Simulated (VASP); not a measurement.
Input for VASP

### POSCAR
```
NaBr
1
    0.0000000000     2.9850000000     2.9850000000
    2.9850000000     0.0000000000     2.9850000000
    2.9850000000     2.9850000000     0.0000000000
Na Br
1 1
Direct
  0.0000000000   0.0000000000   0.0000000000
  0.5000000000   0.5000000000   0.5000000000
```

### INCAR
```
SYSTEM = NaBr
PREC = Accurate
ENCUT = 400
EDIFF = 1E-6
NELM = 100
ALGO = Normal
LREAL = .FALSE.
LASPH = .TRUE.
ISMEAR = 0
SIGMA = 0.05
GGA = PE
LMAXMIX = 4
LWAVE = .FALSE.
LCHARG = .FALSE.
ISIF = 2
LSORBIT = .TRUE.
MAGMOM = 0 0 0 0 0 0
GGA_COMPAT = .FALSE.
```

### KPOINTS
```
Automatic mesh
0
Gamma
6 6 6
0 0 0
```

POTCAR, in this order: Na_pv Br (PBE.64 set). Program: vasp_std.

**Question.** Does this input run properly? What does VASP do?

**Answer.** There is a fault: LSORBIT needs the non-collinear program vasp_ncl. VASP stops with an error: ERROR: Noncollinear calculations require that VASP is compiled without the flag -DNGXhalf and-DNGZhalf. You probably tried to run a noncollinear calculation (LNONCOLLINEAR=T) with the executable vasp_std. Use vasp_ncl instead! ----> I REFUSE TO CONTINUE WITH THIS SICK JOB ... BYE!!! <----

File standard output:
```
 POSCAR found type information on POSCAR NaBr
 POSCAR found :  2 types and       2 ions
 Reading from existing POTCAR

 -----------------------------------------------------------------------------
|                                                                             |
|     EEEEEEE  RRRRRR   RRRRRR   OOOOOOO  RRRRRR      ###     ###     ###     |
|     E        R     R  R     R  O     O  R     R     ###     ###     ###     |
|     E        R     R  R     R  O     O  R     R     ###     ###     ###     |
|     EEEEE    RRRRRR   RRRRRR   O     O  RRRRRR       #       #       #      |
|     E        R   R    R   R    O     O  R   R                               |
|     E        R    R   R    R   O     O  R    R      ###     ###     ###     |
|     EEEEEEE  R     R  R     R  OOOOOOO  R     R     ###     ###     ###     |
|                                                                             |
|     ERROR: Noncollinear calculations require that VASP is compiled          |
|     without the flag -DNGXhalf and-DNGZhalf.                                |
|     You probably tried to run a noncollinear calculation                    |
|     (LNONCOLLINEAR=T) with the executable vasp_std. Use vasp_ncl            |
|     instead!                                                                |
|                                                                             |
|       ---->  I REFUSE TO CONTINUE WITH THIS SICK JOB ... BYE!!! <----       |
|                                                                             |
 -----------------------------------------------------------------------------
```

To mend it, run vasp_ncl.

The mended run (PBE GGA with spin-orbit coupling, plane waves, VASP's PBE PAW potentials (set 64)) converges, and its OSZICAR ends with
```
   1 F= -.61414696E+01 E0= -.61414696E+01  d E =-.185854E-12  mag=     0.0000     0.0000    -0.0000
```

The compound is NaBr in the rock salt structure. The cell was not relaxed at this level.
